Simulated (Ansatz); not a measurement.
Ti under pressure

Method: DFT PBE, scalar-relativistic, plane waves, PAW in Ansatz 0.2.0. Plane waves to 420 eV; Γ-centred k mesh 12×12×14; Fermi-Dirac smearing of 0.15 eV. No spin polarisation. Phonons by linear response, acoustic sum rule imposed.

The cell, relaxed at this level:
```cif
data_structure
_symmetry_space_group_name_H-M 'P6/mmm'
_symmetry_Int_Tables_number 191
_cell_length_a 4.5896
_cell_length_b 4.5896
_cell_length_c 2.8296
_cell_angle_alpha 90.000
_cell_angle_beta 90.000
_cell_angle_gamma 120.000
_cell_volume 51.62
loop_
_atom_site_label
_atom_site_type_symbol
_atom_site_symmetry_multiplicity
_atom_site_Wyckoff_symbol
_atom_site_fract_x
_atom_site_fract_y
_atom_site_fract_z
_atom_site_occupancy
Ti1 Ti 1 a 0.00000 0.00000 0.00000 1
Ti2 Ti 2 d 0.33333 0.66667 0.50000 1
```

In a metal, frequencies and elastic constants depend on the k mesh and the smearing, soft modes and shear constants most.

The cell is relaxed again at 5 and 11 and 22 GPa. How do volume, gap and optical modes at Γ (cm⁻¹, counted from the lowest optical one; a degenerate one stands once) change?

Results:

```
          0 GPa  5 GPa  11 GPa  22 GPa
    V/V0  1.000  0.959   0.918   0.858
gap (eV)   0.00   0.00    0.00    0.00
  mode 1    119    125     130     135
  mode 2    160    180     201     232
  mode 4    188    201     214     235
  mode 6    212    223     233     249
```

This form isn't the element's structure at ambient conditions.

Cost: 4 runs of about 6.4 core-minutes in all, on Intel Xeon 6975P-C (Granite Rapids) (shared hosts).